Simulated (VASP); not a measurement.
## PbSe: band structure with PBEsol

The system is PbSe.

```
CELL_PARAMETERS angstrom
0.00000 3.05199 3.05199
3.05199 0.00000 3.05199
3.05199 3.05199 0.00000
ATOMIC_POSITIONS crystal
Se 0.50000 0.50000 0.50000
Pb 0.00000 0.00000 0.00000
```

The cell was built by a generator and needn't be a form met in nature.

```json
{
 "Program": "VASP 6.6.1",
 "Task": "band structure",
 "Functional": "PBEsol",
 "Potentials or basis": "VASP PAW PBE potentials, release 64 (Se, Pb_d)",
 "Cutoff": "520 eV",
 "k mesh": "6 × 6 × 6",
 "Occupations": "gaussian, width 0.03 eV",
 "Spin": "spin-orbit coupling, no magnetisation",
 "Further INCAR settings": "ALGO = Normal; EDIFF = 1e-06; NBANDS = 34"
}
```

| Quantity | Value |
| --- | --- |
| Pressure | -0.6 GPa |
| Valence electrons inside the program's atomic spheres | Se 3.79; Pb 11.86 |

Wall time 5.9 min on 1 thread of Intel(R) Xeon(R) Platinum 8175M CPU @ 2.50GHz (Skylake/Cascade Lake), with other jobs on the host, peak memory 0.33 GiB.

Caveat: the PAW data sets were made with another functional, which shifts forces and pressure a little.
